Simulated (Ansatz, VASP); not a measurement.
## Pd (Pd strained to the junction's net) in two plane-wave programs

Aim: how closely do two programs agree when they are given the same cell, functional and k mesh? The structure shown is the end of the Ansatz relaxation below.

Method: plane waves, with VASP 6.6.1 beside it; single point at PBE, in Ansatz 0.2.0.

**1. The structure**

It takes space group R-3m (No. 166, trigonal). The conventional cell has a = 2.878 Å, b = 2.878 Å, c = 6.648 Å, α = 90.00°, β = 90.00°, γ = 120.00°. Nearest to Pd lie 12 Pd at 2.77 to 2.88 Å.

**2. Ansatz: relaxation, PBE**

Ansatz runs on its default PAW (the set named soft_2) files.

This run makes the geometry at which the two programs are then compared.

File input.yaml:

```yaml
crystal:
  lattice:
    - [2.878, 0.0, 0.0]
    - [-1.439, 2.4924211121, 0.0]
    - [0.0, 0.0, 6.6665342733]
  atoms:
    - { symbol: Pd, position: [0.0, 0.0, 0.0] }
    - { symbol: Pd, position: [0.3333333333, 0.6666666667, 0.3333333333] }
    - { symbol: Pd, position: [0.6666666667, 0.3333333333, 0.6666666667] }
kpoints:
  mp_grid: { grid: [18, 18, 5] }
scf:
  occupations: { method: fermi_dirac, width: 0.1 }
  max_iter: 150
hamiltonian:
  xc: pbe
relax:
  f_tol: 0.01
  max_steps: 40
  cell: { fix: [a, b, angles] }
```

The run is started by

```
$ ansatz run input.yaml --threads 4 --pin off --max-ram 16384MiB --backend cpu --events-out ev --progress --plain --runs-dir out
```

Numbers of over 12 decimals in the logs are rounded to 6 here.

Log:

```text
Engine: ansatz 0.2.0, aarch64-unknown-linux-gnu
Pseudopotentials: kind: paw
Pseudopotential: Pd, paw, valence charge 18, recommended cutoff 420 eV (normal), Pd.paw.azcp
Functional definition: PBE
  parameter kappa = 0.804
  parameter beta = 0.066725
  exchange = pbe_x(kappa = kappa, mu = beta*pi^2/3)
  correlation = pbe_c(beta = beta)
Crystal: 3 atoms, lattice volume = 47.820 Å³
Basis set: ecut = 420 eV, 935 PW (Γ), exchange–correlation on 40×40×90 points (8 copies of the dense FFT grid, shifted against one another)
Bands: 33, of which v1, the nominal top of the filled ones, is band 27 counted from 1 (26 counted from 0)
Symmetry: 36 space group operations
Space group: R-3m (ITA 166), of the structure as read, at distance tolerance 3.6e-5 Å
k-points: 165 of 1620
Non-local potential: Pd, projectors of the file, l = 0: 2, l = 1: 2, l = 2: 2, l = 3: 1
PAW form: soft (Blöchl's): semilocal exchange-correlation on the pseudo side does not see the compensation charge
PAW one-centre angular grid: Pd, 590 points (default); XC on 64 Gauss nodes
Initial density: superposition of atomic densities (neutral atoms: chi_scale 0, normalization atom), corrected by the library's trained network
Initial wavefunctions: pseudopotential atomic-orbital guess
Functional: x = pbe(κ = 0.804, μ = 0.219515), c = pbe(β = 0.066725)
SCF iter   1: F=—  HF=-20918.588378 eV  |F-HF|=—  |Δ(HF+E_count)|=         —  Δρ=3.32e-3  dr2=2.29e-3  ethr=1.77e-3  ⟨swp⟩=5.3  Hψ=21642  notcnv=0
preconditioner: auto → Kerker (q_TF=auto, 2.784 Å⁻¹)  [metal: Δε(μ)=0.002 eV  Ē_g=8.909 eV  σ=0.100 eV  W_gap=0.00  n_scr=22 (ndim 8)  ℏωp=29.4 eV  f_vac=0.000  D(μ)=6.07/eV (n_scr^D=94)]
SCF iter   2: F=—  HF=-20918.588917 eV  |F-HF|=—  |Δ(HF+E_count)|=   5.39e-4  Δρ=1.69e-3  dr2=4.82e-4  ethr=4.25e-6  ⟨swp⟩=1.3  Hψ=7116  notcnv=0
SCF iter   3: F=—  HF=-20918.589213 eV  |F-HF|=—  |Δ(HF+E_count)|=   2.96e-4  Δρ=2.78e-4  dr2=2.63e-5  ethr=8.92e-7  ⟨swp⟩=2.4  Hψ=7673  notcnv=0
SCF iter   4: F=—  HF=-20918.589165 eV  |F-HF|=—  |Δ(HF+E_count)|=   4.80e-5  Δρ=7.15e-5  dr2=1.66e-6  ethr=4.87e-8  ⟨swp⟩=2.5  Hψ=7658  notcnv=0
iter 5 did not close the SCF: its close was put off for the readings that it lacked (scf_convergence_deferred on its scf_iter line)
SCF iter   5: F=-20918.589166 eV  HF=-20918.589166 eV  |F-HF|=2.26e-8  |Δ(HF+E_count)|=   4.42e-7  Δρ=1.22e-5  dr2=4.32e-8  ethr=3.08e-9  ⟨swp⟩=2.2  Hψ=7899  notcnv=0
SCF iter   6: F=-20918.589166 eV  HF=-20918.589166 eV  |F-HF|=1.09e-10  |Δ(HF+E_count)|=   2.47e-8  Δρ=2.70e-6  dr2=2.68e-9  ethr=7.99e-11  ⟨swp⟩=2.0  Hψ=17266  notcnv=0
SCF 1 converged in 6 iterations: F = -20918.589166 eV  dr2 = 2.68e-9
  greatest PAW one-centre occupation: 0.999 electrons in one spin orbital (limit 2), on the Pd atom at site 2 (counted from 0), in its partial waves of l = 0
relax step   1: F+E_penalty+E_count = -20918.58916563 eV  Δ(F+E_penalty+E_count) = +0.000e0 eV  max|allowed force component| = 7.282e-28 eV/Å  Δτ_max = 0.0000 Å  P = -5.151 GPa  Ω = 47.820 Å³  fix = [a, b, alpha, beta, gamma]  reactions: a -7.370, b -7.370 GPa  (6 SCF iters, dr2 threshold 1.00e-7 eV, accepted)
[...]
relax step   2: F+E_penalty+E_count = -20918.58950813 eV  Δ(F+E_penalty+E_count) = -3.425e-4 eV  max|allowed force component| = 1.700e-27 eV/Å  Δτ_max = 0.0000 Å  P = -4.575 GPa  Ω = 47.642 Å³  energy of the carried Pulay correction = +7.012e-5 eV  fix = [a, b, alpha, beta, gamma]  reactions: a -6.976, b -6.976 GPa  (6 SCF iters, dr2 threshold 3.00e-7 eV, accepted)
[...]
relax step   3: F+E_penalty+E_count = -20918.58952125 eV  Δ(F+E_penalty+E_count) = -1.312e-5 eV  max|allowed force component| = 3.029e-28 eV/Å  Δτ_max = 0.0000 Å  P = -4.716 GPa  Ω = 47.685 Å³  energy of the carried Pulay correction = +5.315e-5 eV  fix = [a, b, alpha, beta, gamma]  reactions: a -7.073, b -7.073 GPa  (6 SCF iters, dr2 threshold 1.29e-7 eV, accepted)
[...]
relax step   4: F+E_penalty+E_count = -20918.58946781 eV  Δ(F+E_penalty+E_count) = +5.344e-5 eV  max|allowed force component| = 4.724e-29 eV/Å  Δτ_max = 0.0000 Å  P = -4.714 GPa  Ω = 47.685 Å³  fix = [a, b, alpha, beta, gamma]  reactions: a -7.071, b -7.071 GPa  stress off target by 7.66e-4 GPa on what of the cell is left free  SCF on the basis re-selected at this cell (its energy is not comparable with the rows above)  (8 SCF iters)
basis re-selected at this cell: Δ(F+E_penalty+E_count) = +5.344e-5 eV, ΔP = +0.002 GPa vs the last step (what re-selecting the basis moved, of the pressure what is left beyond the Pulay correction that the steps carried, after the strain that the cell walked since its last selection, with what the two solves' SCF thresholds leave and, on support functions, any second-order correction that the steps lacked; it is no m [...]
SCF converged after 8 iterations
Free energy (F): -20918.589468 eV
Harris-Foulkes:  -20918.589468 eV  (|F-HF|=0.00e0)
Internal energy: -20918.397149 eV  (E = F + TS)
E sigma→0 (E₀):  -20918.493309 eV
Entropy (-TS):   -0.192318 eV (-64.106 meV/atom)
Fermi energy:    17.932088 eV
--- Per-component energies (eV) ---
  E_band       = -498.891568
  E_kinetic    = 1537.390157
  E_local      = -5566.903333  (includes V_loc(G=0)·N_el)
  E_nonlocal   = 652.010142
  E_hartree    = 2249.651431
  E_xc         = -504.331171
  E_vxc        = -632.544406  (∫ρ·V_xc dr)
  E_paw        = -11250.668319  (= ΣΔE_a)
  E_vpaw       = -988.147542  (= ΣTr[D̂ρ^β])
  E_aug_tail   = 0.000551  (compensation charges beyond the density's cutoff)
  E_ewald      = -8035.546607
  E_smearing   = -0.192318  (= −TS)
  E_closure    = -0.000000  (closes the sum)
  Σ components = -20918.589468   (vs F -20918.589468, Δ=0.00e0)
--- Forces (eV/Å), atoms counted from 1 ---
  atom   1  Pd     0.00000000     0.00000000     0.00000000
  atom   2  Pd    -0.00000000    -0.00000000     0.00000000
  atom   3  Pd     0.00000000    -0.00000000     0.00000000
  max |Σ_I F_I| component: 1.23e-28 eV/Å
--- Stress (GPa, compression-positive) ---
       -7.071428       0.000000       0.000000
       -0.000000      -7.071428      -0.000000
        0.000000      -0.000000       0.000766
  P = ⅓ Tr σ = -4.7140 GPa (-47.140 kbar)
--- Relaxed structure (3 steps of the walk, 3 accepted, 1 SCFs on fresh bases) ---
  F+E_penalty+E_count = -20918.58946781 eV   max|allowed force component| = 4.724e-29 eV/Å   (the final SCF, on the basis selected at the relaxed cell)
  cell:  # Å, volume = 47.6853 Å³
    - [2.878000, 0, 0]
    - [-1.439000, 2.492421, 0]
    - [0, 0, 6.647712]
  atoms:
    - { symbol: Pd, position: [0, 0, 0.0] }
    - { symbol: Pd, position: [0.333333, 0.666667, 0.333333] }
    - { symbol: Pd, position: [0.666667, 0.333333, 0.666667] }
```

The column dr2 measures how far the density is from self-consistency, as an energy; F and HF (Harris–Foulkes) agree once it is small.

**3. VASP: single point, PBE**

The same cell, functional, mesh and smearing now go to VASP, with its own data sets.

Lines of VASP's logs that name or quote its potential files are left out, and so is its time.

File INCAR:

```
SYSTEM = Pd
PREC = Accurate
ENCUT = 500
EDIFF = 1E-06
NELM = 120
ISMEAR = -1
SIGMA = 0.1
LREAL = .FALSE.
ALGO = Normal
GGA = PE
NBANDS = 21
LASPH = .TRUE.
LORBIT = 11
LWAVE = .FALSE.
LCHARG = .FALSE.
ISIF = 2
GGA_COMPAT = .FALSE.
```

File POSCAR:

```
Pd
1.0
    2.8780000000      0.0000000000      0.0000000000
   -1.4390000000      2.4924211121      0.0000000000
    0.0000000000      0.0000000000      6.6477121292
Pd
3
Direct
    1.0000000000      1.0000000000      0.0000000000
    0.3333333333      0.6666666667      0.3333333333
    0.6666666667      0.3333333333      0.6666666667
```

File KPOINTS:

```
Automatic mesh
0
Gamma
18 18 5
0 0 0
```

The projector-augmented-wave data sets are Pd (PBE family, release 64).

The run is started by

```
$ mpirun -np 1 vasp_std
```

Log:

```text
[banner, memory and clock lines left out]
running    1 mpi-ranks, on    1 nodes
 distrk:  each k-point on    1 cores,    1 groups
 distr:  one band on    1 cores,    1 groups

 POSCAR found type information on POSCAR Pd
 POSCAR found :  1 types and       3 ions
 LDA part: xc-table for (Slater+PW92), standard interpolation
 POSCAR, INCAR and KPOINTS ok, starting setup
 FFT: planning ... GRIDC
 FFT: planning ... GRID_SOFT
 FFT: planning ... GRID
 WAVECAR not read
 entering main loop
       N       E                     dE             d eps       ncg     rms          rms(c)
DAV:   1     0.177111628373E+03    0.17711E+03   -0.14683E+04  6930   0.133E+03
DAV:   2    -0.126280483191E+02   -0.18974E+03   -0.17839E+03  7170   0.300E+02
DAV:   3    -0.164355770663E+02   -0.38075E+01   -0.37468E+01  8040   0.466E+01
DAV:   4    -0.164681631019E+02   -0.32586E-01   -0.32564E-01  7760   0.416E+00
DAV:   5    -0.164687015181E+02   -0.53842E-03   -0.53841E-03  8120   0.598E-01    0.109E+01
DAV:   6    -0.157200903988E+02    0.74861E+00   -0.23933E+00  7665   0.134E+01    0.535E+00
DAV:   7    -0.156992256879E+02    0.20865E-01   -0.15054E-02  7600   0.863E-01    0.271E+00
DAV:   8    -0.156924870297E+02    0.67387E-02   -0.20745E-03  7695   0.313E-01    0.645E-02
DAV:   9    -0.156924902290E+02   -0.31993E-05   -0.47099E-05  8112   0.542E-02    0.238E-02
DAV:  10    -0.156925005349E+02   -0.10306E-04   -0.62537E-06  7800   0.200E-02    0.610E-03
DAV:  11    -0.156925001290E+02    0.40595E-06   -0.29589E-07  4410   0.514E-03
   1 F= -.15692500E+02 E0= -.15596122E+02  d E =-.192756E+00
```

From OUTCAR (step 3):

```text
ion  position               nearest neighbor table
   1  0.000  0.000  0.000-   2 2.77   3 2.77   3 2.77   2 2.77   3 2.77   2 2.77
   2  0.333  0.667  0.333-   1 2.77   1 2.77   1 2.77   3 2.77   3 2.77   3 2.77
   3  0.667  0.333  0.667-   1 2.77   1 2.77   1 2.77   2 2.77   2 2.77   2 2.77

  LATTYP: Found a hexagonal cell.
 ALAT       =     2.8780000000
 C/A-ratio  =     2.3098374320

 Subroutine GETGRP returns: Found 12 space group operations
 (whereof 12 operations were pure point group operations)

The static configuration has the point symmetry D_3d.

 Found    165 irreducible k-points:

   k-points           NKPTS =    165   k-points in BZ     NKDIM =    165   number of bands    NBANDS=     21

   dimension x,y,z NGX =    24 NGY =   24 NGZ =   48
   dimension x,y,z NGXF=    48 NGYF=   48 NGZF=   96

   ENCUT  =  500.0 eV  36.75 Ry    6.06 a.u.   5.25  5.25 12.12*2*pi/ulx,y,z

   NELECT =      30.0000    total number of electrons

 k-points in reciprocal lattice and weights: Automatic mesh
   0.00000000  0.00000000  0.00000000       0.001
   0.05555556  0.00000000  0.00000000       0.004
   0.11111111  0.00000000  0.00000000       0.004
   0.16666667  0.00000000  0.00000000       0.004
   0.22222222  0.00000000  0.00000000       0.004
   0.27777778  0.00000000  0.00000000       0.004
   0.33333333  0.00000000  0.00000000       0.004
   0.38888889  0.00000000  0.00000000       0.004
   0.44444444  0.00000000  0.00000000       0.004
[...]
-0.27777778 -0.38888889  0.40000000       0.007
   0.33333333  0.33333333  0.40000000       0.002

 average (electrostatic) potential at core
       1 -71.5165       2 -71.5165       3 -71.5165

 E-fermi :   8.6026

 k-point     1 :       0.0000    0.0000    0.0000
  band No.  band energies     occupation
    ...
     14       7.5191      1.99996
     15       7.9639      1.99664
     16       7.9639      1.99664
     17       7.9639      1.99664
     18       7.9639      1.99664
     19      20.5202      0.00000
     20      20.5202      0.00000
     21      25.5654      0.00000

 k-point     2 :       0.0556    0.0000    0.0000
  band No.  band energies     occupation
    ...
     14       7.5273      1.99996
     15       7.7691      1.99952
     16       8.1467      1.97927
     17       8.2297      1.95308
     18       8.5005      1.47025
     19      20.5625      0.00000
     20      20.5675      0.00000
     21      25.4872      0.00000

 k-point     3 :       0.1111    0.0000    0.0000
  band No.  band energies     occupation
    ...
     12       6.6167      2.00000
     13       7.4263      1.99998
     14       7.5578      1.99994
     15       7.5749      1.99993
     16       8.3099      1.89832
     17       8.7556      0.35583
     18       9.2095      0.00461
     19      20.6794      0.00000
     20      20.7188      0.00000
     21      24.7480      0.00000

  Total       -2.1605562     -2.1605562     -0.0659731      0.0000000      0.0000000      0.0000000
  in kB      -72.5924985    -72.5924985     -2.2166276      0.0000000      0.0000000      0.0000000
  external PRESSURE =     -49.1338749 kB  Pullay stress =       0.0000000 kB

  energy-cutoff  :      500.00
  volume of cell :       47.69
      direct lattice vectors                 reciprocal lattice vectors
     2.878000000  0.000000000  0.000000000     0.347463516  0.200608155  0.000000000
    -1.439000000  2.492421112  0.000000000     0.000000000  0.401216309  0.000000000
     0.000000000  0.000000000  6.647712129     0.000000000  0.000000000  0.150427693

 POSITION                                       TOTAL-FORCE (eV/Angst)
 -----------------------------------------------------------------------------------
      0.00000      0.00000      0.00000        -0.000000     -0.000000     -0.000000
     -0.00000      1.66161      2.21590         0.000000      0.000000      0.000000
      1.43900      0.83081      4.43181        -0.000000     -0.000000     -0.000000
 -----------------------------------------------------------------------------------
    total drift:                               -0.000000      0.000000      0.000000

  FREE ENERGIE OF THE ION-ELECTRON SYSTEM (eV)
  ---------------------------------------------------
  free  energy   TOTEN  =       -15.6925001290 eV

  energy  without entropy=      -15.4997445047  energy(sigma->0) =      -15.59612232

 total charge
# of ion       s       p       d       tot
------------------------------------------
    1        0.455   0.405   8.442   9.302
    2        0.455   0.405   8.442   9.302
    3        0.455   0.405   8.442   9.302
--------------------------------------------------
tot          1.364   1.216  25.327  27.907

[... 3 further parts left out ...]
```

The run ends at a pressure of -4.91 GPa.

**4. Comparison**

Known differences besides the potentials themselves: the data sets hold 54 valence electrons in Ansatz (on its default PAW (the set named soft_2) files) and 30 in VASP; the cutoff is 420 eV in Ansatz and 500 eV in VASP; Ansatz's pressure holds a Pulay correction, VASP's none. Total energies have different zeros and are not compared.

Compared:

```
      quantity  Ansatz   VASP  difference
pressure (GPa)   -4.71  -4.91       +0.20
```

**5. What came out**

```
difference in pressure (single point, PBE) : 0.20 GPa
```

What this shows: The difference in pressure is 0.20 GPa (single point, PBE), within the 1 GPa picked in this series as the mark of a large difference. The data sets hold unlike numbers of valence electrons (54 in Ansatz and 30 in VASP), so part of the differences comes from the potentials. Such differences can come from data sets, numerical settings and the points named under the comparisons, not from the functional's error against experiment.

[Lines on the potential files, build, host, timing and source positions are cut from VASP's logs without a mark.]

[Logs are printed without paths, hosts, clocks, repeated set-up lines and the standing remarks that a program may print on its own settings, such as how far it seeks lower states.]

[Hosts, paths, dates, database ids (printed as entryN), source tags and the programs' standing remarks are cut or masked in the printed files.]
